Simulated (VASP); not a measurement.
Here is a VASP 6.6.1 calculation.

File INCAR:

```
SYSTEM = CdO
PREC = Accurate ; ENCUT = 520
EDIFF = 1E-6 ; ISMEAR = -1
SIGMA = 0.05 ; LREAL = .FALSE.
LASPH = .TRUE. ; NELM = 60
ALGO = Normal ; ISIF = 2
LWAVE = .FALSE. ; LCHARG = .FALSE.
MAGMOM = 0 0 0 0 0 0 ; LORBIT = 11
LSORBIT = .TRUE. ; GGA_COMPAT = .FALSE.
GGA = CA ; NBANDS = 30
```

File KPOINTS:

```
regular mesh
0
G
  7 7 7
  0 0 0
```

POSCAR

```
CdO
1.0
    0.0000000000      2.3495000000      2.3495000000
    2.3495000000      0.0000000000      2.3495000000
    2.3495000000      2.3495000000      0.0000000000
Cd O
1 1
Direct
    0.0000000000      0.0000000000      0.0000000000
    0.5000000000      0.5000000000      0.5000000000
```

KPOINTS_OPT

```
path GXWKGLUWLK,UX
15
line-mode
reciprocal
 0.0000000000  0.0000000000  0.0000000000  G
 0.5000000000  0.0000000000  0.5000000000  X

 0.5000000000  0.0000000000  0.5000000000  X
 0.5000000000  0.2500000000  0.7500000000  W

 0.5000000000  0.2500000000  0.7500000000  W
 0.3750000000  0.3750000000  0.7500000000  K

 0.3750000000  0.3750000000  0.7500000000  K
 0.0000000000  0.0000000000  0.0000000000  G

 0.0000000000  0.0000000000  0.0000000000  G
 0.5000000000  0.5000000000  0.5000000000  L

 0.5000000000  0.5000000000  0.5000000000  L
 0.6250000000  0.2500000000  0.6250000000  U

 0.6250000000  0.2500000000  0.6250000000  U
 0.5000000000  0.2500000000  0.7500000000  W

 0.5000000000  0.2500000000  0.7500000000  W
 0.5000000000  0.5000000000  0.5000000000  L

 0.5000000000  0.5000000000  0.5000000000  L
 0.3750000000  0.3750000000  0.7500000000  K

 0.6250000000  0.2500000000  0.6250000000  U
 0.5000000000  0.0000000000  0.5000000000  X
```

Potentials or basis: VASP PAW LDA potentials, release 64 (Cd, O).

Launch:

```sh
$ cat potpaw_LDA.64/Cd/POTCAR potpaw_LDA.64/O/POTCAR > POTCAR
$ mpirun -np 1 vasp_ncl > vasp.out
```

Problem. Estimate the pressure.

Solution. -4.3 GPa.
